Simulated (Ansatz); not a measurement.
CoPt:
```cif
data_CoPt
_chemical_formula_sum 'Pt1 Co1'
_space_group_name_H-M_alt 'P4/mmm'
_space_group_IT_number 123
_space_group_name_Hall '-P 4 2'
_cell_length_a 2.65832
_cell_length_b 2.65832
_cell_length_c 3.66326
_cell_angle_alpha 90.000
_cell_angle_beta 90.000
_cell_angle_gamma 90.000
loop_
_atom_site_label
_atom_site_type_symbol
_atom_site_symmetry_multiplicity
_atom_site_Wyckoff_symbol
_atom_site_fract_x
_atom_site_fract_y
_atom_site_fract_z
_atom_site_occupancy
Pt1 Pt 1 d 0.50000 0.50000 0.50000 1
Co1 Co 1 a 0.00000 0.00000 0.00000 1
```
The run is spin-polarised.

Relaxed at zero pressure with plane-wave PAW PBEsol (Ansatz code).

Task: The volume is lowered by 9 % and shape and atoms relax at that volume. What pressure results, and how do the axes share the change?

Result: 30.1 GPa; a -2.7 %, b -2.7 %, c -3.9 %; the energy rises by 100 meV/atom.

Task: Give the new structure.

Result: 
Space group P4/mmm (No. 123); a = b = 2.5869 Å, c = 3.5201 Å, α = β = γ = 90.00°

```json
[
 {"atom": "Pt", "site": "1d", "symmetry": "4/mmm", "x": "0.5000", "y": "0.5000", "z": "0.5000"},
 {"atom": "Co", "site": "1a", "symmetry": "4/mmm", "x": "0.0000", "y": "0.0000", "z": "0.0000"}
]
```

The phase is kept; no other phase was compared at this pressure.

Symmetry was held in the PBEsol relaxation. The final state is ferromagnetic, chosen from 5 collinear starts compared on coarse meshes (ties went to the first, and starts can fall back to one state), not a proven ground state. Textbook magnetic order: ferromagnetic. Axis ratios of metals converge slowly with the k-mesh, so a and c are less sure than the volume. Spin–orbit coupling is left out wherever it is not named.

Potentials: the later of the program's two PAW sets.
